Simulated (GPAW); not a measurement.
Input of a GPAW 26.7.0 run:

Contents of run.py:

```python
import spglib
from ase import Atoms
from ase.eos import EquationOfState
from ase.io import Trajectory, read
from ase.units import GPa
from gpaw import GPAW, PW, setup_paths

setup_paths.insert(0, '.')

atoms = read('LiCl.cif')
cell, positions, numbers = spglib.find_primitive(
    (atoms.cell[:], atoms.get_scaled_positions(), atoms.numbers), symprec=1e-4)
atoms = Atoms(numbers, cell=cell, scaled_positions=positions, pbc=True)

traj = Trajectory('eos.traj', 'w')
volumes, energies = [], []
for x in [0.94, 0.96, 0.98, 1.0, 1.02, 1.04, 1.06]:
    a = atoms.copy()
    a.set_cell(atoms.cell * x**(1 / 3), scale_atoms=True)
    calc = GPAW(mode=PW(800),
                xc='LDA',
                kpts={'size': (7, 7, 7), 'gamma': True},
                occupations={'name': 'fermi-dirac', 'width': 0.05},
                setups={'Cl': 'jth', 'Li': 'jth'},
                nbands=-7,
                convergence={'density': 1e-05, 'energy': 1e-05},
                maxiter=150,
                txt=f'eos-{x:.2f}.txt')
    a.calc = calc
    energies.append(a.get_potential_energy(force_consistent=True))
    volumes.append(a.get_volume())
    p = -a.get_stress()[:3].mean() / GPa
    calc.write(f'eos-{x:.2f}.gpw')
    traj.write(a)
    print(f'{x:.2f} {volumes[-1]:10.4f} A^3 {energies[-1]:14.6f} eV {p:9.3f} GPa', flush=True)

v0, e0, B = EquationOfState(volumes, energies, eos='birchmurnaghan').fit()
print(f'V0 = {v0:.4f} A^3, E0 = {e0:.6f} eV, B0 = {B / GPa:.2f} GPa')
```

Contents of LiCl.cif:

```cif
data_LiCl
_cell_length_a 5.12954000
_cell_length_b 5.12954000
_cell_length_c 5.12954000
_cell_angle_alpha 90.00000000
_cell_angle_beta 90.00000000
_cell_angle_gamma 90.00000000
_space_group_name_H-M_alt 'Fm-3m'
_space_group_name_Hall '-F 4 2 3'
_space_group_IT_number 225
loop_
_space_group_symop_operation_xyz
'x,y,z'
'-x,-y,-z'
'-y,x,z'
'y,-x,-z'
'-x,-y,z'
'x,y,-z'
'y,-x,z'
'-y,x,-z'
'x,-y,-z'
'-x,y,z'
'-y,-x,-z'
'y,x,z'
'-x,y,-z'
'x,-y,z'
'y,x,-z'
'-y,-x,z'
'z,x,y'
'-z,-x,-y'
'z,-y,x'
'-z,y,-x'
'z,-x,-y'
'-z,x,y'
'z,y,-x'
'-z,-y,x'
'-z,x,-y'
'z,-x,y'
'-z,-y,-x'
'z,y,x'
'-z,-x,y'
'z,x,-y'
'-z,y,x'
'z,-y,-x'
'y,z,x'
'-y,-z,-x'
'x,z,-y'
'-x,-z,y'
'-y,z,-x'
'y,-z,x'
'-x,z,y'
'x,-z,-y'
'-y,-z,x'
'y,z,-x'
'-x,-z,-y'
'x,z,y'
'y,-z,-x'
'-y,z,x'
'x,-z,y'
'-x,z,-y'
'x,y+1/2,z+1/2'
'-x,-y+1/2,-z+1/2'
'-y,x+1/2,z+1/2'
'y,-x+1/2,-z+1/2'
'-x,-y+1/2,z+1/2'
'x,y+1/2,-z+1/2'
'y,-x+1/2,z+1/2'
'-y,x+1/2,-z+1/2'
'x,-y+1/2,-z+1/2'
'-x,y+1/2,z+1/2'
'-y,-x+1/2,-z+1/2'
[... 41 lines left out ...]
'-x+1/2,-y,z+1/2'
'x+1/2,y,-z+1/2'
'y+1/2,-x,z+1/2'
'-y+1/2,x,-z+1/2'
'x+1/2,-y,-z+1/2'
'-x+1/2,y,z+1/2'
'-y+1/2,-x,-z+1/2'
'y+1/2,x,z+1/2'
'-x+1/2,y,-z+1/2'
'x+1/2,-y,z+1/2'
'y+1/2,x,-z+1/2'
'-y+1/2,-x,z+1/2'
'z+1/2,x,y+1/2'
'-z+1/2,-x,-y+1/2'
'z+1/2,-y,x+1/2'
'-z+1/2,y,-x+1/2'
'z+1/2,-x,-y+1/2'
'-z+1/2,x,y+1/2'
'z+1/2,y,-x+1/2'
'-z+1/2,-y,x+1/2'
'-z+1/2,x,-y+1/2'
'z+1/2,-x,y+1/2'
'-z+1/2,-y,-x+1/2'
'z+1/2,y,x+1/2'
'-z+1/2,-x,y+1/2'
'z+1/2,x,-y+1/2'
'-z+1/2,y,x+1/2'
'z+1/2,-y,-x+1/2'
'y+1/2,z,x+1/2'
'-y+1/2,-z,-x+1/2'
'x+1/2,z,-y+1/2'
'-x+1/2,-z,y+1/2'
'-y+1/2,z,-x+1/2'
'y+1/2,-z,x+1/2'
'-x+1/2,z,y+1/2'
'x+1/2,-z,-y+1/2'
'-y+1/2,-z,x+1/2'
'y+1/2,z,-x+1/2'
'-x+1/2,-z,-y+1/2'
'x+1/2,z,y+1/2'
'y+1/2,-z,-x+1/2'
'-y+1/2,z,x+1/2'
'x+1/2,-z,y+1/2'
'-x+1/2,z,-y+1/2'
'x+1/2,y+1/2,z'
'-x+1/2,-y+1/2,-z'
'-y+1/2,x+1/2,z'
'y+1/2,-x+1/2,-z'
'-x+1/2,-y+1/2,z'
'x+1/2,y+1/2,-z'
'y+1/2,-x+1/2,z'
'-y+1/2,x+1/2,-z'
'x+1/2,-y+1/2,-z'
'-x+1/2,y+1/2,z'
'-y+1/2,-x+1/2,-z'
'y+1/2,x+1/2,z'
'-x+1/2,y+1/2,-z'
'x+1/2,-y+1/2,z'
'y+1/2,x+1/2,-z'
'-y+1/2,-x+1/2,z'
'z+1/2,x+1/2,y'
'-z+1/2,-x+1/2,-y'
'z+1/2,-y+1/2,x'
'-z+1/2,y+1/2,-x'
'z+1/2,-x+1/2,-y'
'-z+1/2,x+1/2,y'
'z+1/2,y+1/2,-x'
'-z+1/2,-y+1/2,x'
'-z+1/2,x+1/2,-y'
'z+1/2,-x+1/2,y'
'-z+1/2,-y+1/2,-x'
'z+1/2,y+1/2,x'
'-z+1/2,-x+1/2,y'
'z+1/2,x+1/2,-y'
'-z+1/2,y+1/2,x'
'z+1/2,-y+1/2,-x'
'y+1/2,z+1/2,x'
'-y+1/2,-z+1/2,-x'
'x+1/2,z+1/2,-y'
'-x+1/2,-z+1/2,y'
'-y+1/2,z+1/2,-x'
'y+1/2,-z+1/2,x'
'-x+1/2,z+1/2,y'
'x+1/2,-z+1/2,-y'
'-y+1/2,-z+1/2,x'
'y+1/2,z+1/2,-x'
'-x+1/2,-z+1/2,-y'
'x+1/2,z+1/2,y'
'y+1/2,-z+1/2,-x'
'-y+1/2,z+1/2,x'
'x+1/2,-z+1/2,y'
'-x+1/2,z+1/2,-y'
loop_
_atom_site_label
_atom_site_type_symbol
_atom_site_symmetry_multiplicity
_atom_site_Wyckoff_symbol
_atom_site_fract_x
_atom_site_fract_y
_atom_site_fract_z
_atom_site_occupancy
Cl1 Cl 4 b 0.5000000000 0.0000000000 0.0000000000 1
Li1 Li 4 a 0.0000000000 0.0000000000 0.0000000000 1
```

Potentials or basis: JTH PAW 2.0, LDA, pw.

Run with:

```sh
$ OMP_NUM_THREADS=1 python run.py
```

What does it give for the equilibrium volume?

15.40 Å³/atom (rough: see the caveat).

Predict the bulk modulus.

45 GPa (rough).

Energy against volume, from the lowest point:
```tsv
volume (Å³/atom)	energy (meV/atom)
15.859	0.00
16.196	3.20
16.534	8.24
16.871	14.03
17.209	21.24
17.546	29.10
17.883	37.88
```

Caveat: the minimum lies outside the volumes run; the program truncates these outside data sets.
